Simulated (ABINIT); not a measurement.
Ge:

```xyz
1
Lattice="-1.6084 1.6084 1.8732 1.6084 -1.6084 1.8732 1.6084 1.6084 -1.8732" Properties=species:S:1:pos:R:3 pbc="T T T"
Ge    0.0000    0.0000    1.8732
```

The cell was built by a generator and needn't be a form met in nature.

Program: ABINIT 10.8.3 (patched build). Alike in all runs: task single point; potentials or basis JTH PAW PBE v2.0; no spin polarisation; cell as given; k mesh 12 × 12 × 12; cutoff (eV) 707; smearing fermi-dirac 0.05 eV.

**Question.** Order these runs on this cell by their pressure, lowest first.
A. level AM05
B. level PW91
C. level BLYP
D. level r2SCAN

**Answer.** A (-3.2 GPa), D (-1.0 GPa), B (1.2 GPa), C (7.3 GPa).

Caveats: the PAW data sets were made with another functional, which shifts forces and pressure a little.

Runs at the PBE level aren't shown here.
